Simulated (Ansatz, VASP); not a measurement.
# Os: VASP beside Ansatz

```xyz
4
Lattice="1.9682 -4.1235 0.0000 1.9682 4.1235 0.0000 0.0000 0.0000 3.9158" Properties=species:S:1:pos:R:3 pbc="T T T"
Os    1.9682    2.8779    0.0000
Os    1.9682   -1.2456    1.9579
Os    1.9682   -2.8779    3.9158
Os    1.9682    1.2456    1.9579
```

Alike in both runs: functional r2SCAN; k mesh 6 × 6 × 4; occupations gaussian, width 0.1 eV; no spin polarisation.

Ansatz relaxed the structure, and its values are those at the end. VASP's run is a single point on that final structure, the one shown.

|  | VASP | Ansatz |
| --- | --- | --- |
| version | VASP 6.6.1 | Ansatz 0.2.0 |
| potentials or method | VASP PAW PBE potentials, release 64 (Os) | scalar-relativistic, plane waves, PAW |
| plane-wave cutoff (eV) | 520 | 500 |
| valence electrons in the cell | 32 | 64 |

|  | VASP | Ansatz | Ansatz less VASP |
| --- | --- | --- | --- |
| gap on the k mesh at the Fermi level (eV) | none | none | - |
| pressure (GPa) | 0.6 | -0.1 | -0.70 |
| rms of the force components (eV/Å) | 0.064 | 0.009 | -0.0557 |

A gap of «none» marks a metal or a gap that the smearing closes. With one functional, cell and mesh, what is left measures potentials, basis and numerics. The two sets of potentials don't hold the same shells in valence.

Caveats: the k mesh is coarse (spacing up to 0.40 Å⁻¹), so the values aren't converged; the PAW data sets were made with another functional, which shifts forces and pressure a little (VASP). Spin-orbit coupling is left out, which matters for the levels of Os.
